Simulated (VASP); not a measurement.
Set up this calculation in VASP 6.6.1, as the native input.

- Task: relaxation of the atoms
- Functional: PBE
- Potentials or basis: VASP PAW PBE potentials, release 64 (Zn, O, H)
- Cutoff: 450 eV
- k mesh: 2 × 2 × 2
- Occupations: gaussian, width 0.01 eV
- Spin: collinear spin, ferromagnetic start
- Monkhorst-Pack mesh: yes

The structure of Zn24HO24 (a cell with a defect) lies in POSCAR:

```
Zn24HO24
1.0
    3.2865000000     -5.6923860000      5.3003900000
    3.2865020000      5.6923860000      5.3003900000
   -6.5730020000      0.0000000000      5.3003900000
Zn O H
24 24 1
Direct
    0.4999421700      0.3332756700      0.6666091700
    0.8332755000      0.6666090000      0.9999425000
    0.1666088300      0.4999423300      0.8332758300
    0.6666088300      0.4999423300      0.3332758300
    0.9928740900      0.3436219500      0.1595680400
    0.3332755000      0.6666090000      0.4999425000
    0.6666088300      0.9999423300      0.8332758300
    0.9999421700      0.8332756700      0.6666091700
    0.3359054500      0.1619691500      0.9951807100
    0.4999421700      0.8332756700      0.1666091700
    0.8332755000      0.1666090000      0.4999425000
    0.1718749500      0.9951103900      0.3313581800
    0.8332758300      0.4999423300      0.6666088300
    0.1589404700      0.8249496600      0.9941233900
    0.4999425000      0.6666090000      0.8332755000
    0.9999425000      0.6666090000      0.3332755000
    0.3332758300      0.4999423300      0.1666088300
    0.6666091700      0.8332756700      0.4999421700
    0.0075226400      0.1740065400      0.8319883100
    0.3332758300      0.9999423300      0.6666088300
    0.6666091700      0.3332756700      0.9999421700
    0.8361292000      0.0053917600      0.1712352900
    0.1666091700      0.3332756700      0.4999421700
    0.4999425000      0.1666090000      0.3332755000
    0.6263945000      0.2930610000      0.4597275000
    0.9597278300      0.6263943300      0.7930608300
    0.2930611700      0.4597276700      0.6263941700
    0.7930611700      0.4597276700      0.1263941700
    0.1232897600      0.2901873100      0.9587875900
    0.4597278300      0.6263943300      0.2930608300
    0.7930611700      0.9597276700      0.6263941700
    0.1263945000      0.7930610000      0.4597275000
    0.4597278300      0.1263943300      0.7930608300
    0.6263945000      0.7930610000      0.9597275000
    0.9626110800      0.1311674300      0.2934498000
    0.2998709300      0.9648420100      0.1267843300
    0.6263941700      0.4597276700      0.7930611700
    0.9597275000      0.7930610000      0.1263945000
    0.2930608300      0.6263943300      0.9597278300
    0.7930608300      0.6263943300      0.4597278300
    0.1263941700      0.4597276700      0.2930611700
    0.4597275000      0.7930610000      0.6263945000
    0.7930608300      0.1263943300      0.9597278300
    0.1263941700      0.9597276700      0.7930611700
    0.4597275000      0.2930610000      0.1263945000
    0.6263941700      0.9597276700      0.2930611700
    0.9597275000      0.2930610000      0.6263945000
    0.2930608300      0.1263943300      0.4597278300
    0.0704881800      0.0673395000      0.0744608900
```

These files were run (other wordings do the same):

INCAR

```
SYSTEM = Zn24HO24
  PREC = Normal
  ENCUT = 450
  EDIFF = 1E-6
  ISMEAR = 0
  SIGMA = 0.01
  LREAL = Auto
  LASPH = .True.
  NELM = 150
  ALGO = Normal
  ISIF = 2
  LWAVE = .False.
  LCHARG = .False.
  ISPIN = 2
  MAGMOM = 0 0 0 0 0.1 0 0 0 0.1 0 0 0.1 0 0.1 0 0 0 0 0.1 0 0 0.1 0 0 0 0 0 0 0.1 0 0 0 0 0 0.1 0.1 0 0 0 0 0 0 0 0 0 0 0 0 0.1
  LORBIT = 11
  GGA = PE
  IBRION = 2
  NSW = 70
  EDIFFG = -0.025
  AMIX = 0.2
  BMIX = 1E-4
  AMIX_MAG = 0.8
  BMIX_MAG = 1E-4
  ICORELEVEL = 1
  ISYM = 0
  KPAR = 4
  NCORE = 2
```

KPOINTS

```
Automatic mesh
0
Monkhorst
  2 2 2
  0 0 0
```

Potentials or basis: VASP PAW PBE potentials, release 64 (Zn, O, H).

Command:

```sh
$ cat potpaw_PBE.64/Zn/POTCAR potpaw_PBE.64/O/POTCAR potpaw_PBE.64/H/POTCAR > POTCAR
$ mpirun -np 8 vasp_std > vasp.out
```

Results of the run:

The energy gained by relaxing is 9.0 meV/atom, the ionic steps are 20 and the largest force after relaxing is 0.025 eV/Å. The net moment is 1.00 μB per cell and the site moments are Zn +0.00, +0.01, -0.00, +0.02; O +0.00, +0.01, +0.04, +0.07; H +0.21 μB. The valence electrons inside the program's atomic spheres are Zn 10.79, 10.80, 10.78, 10.81, 10.77; O 5.00, 4.99; H 0.47.

Run time: 78 min on 8 MPI ranks on Intel(R) Xeon(R) Platinum 8175M CPU @ 2.50GHz (Skylake/Cascade Lake), with other jobs on the host, peak memory 0.59 GiB a rank.
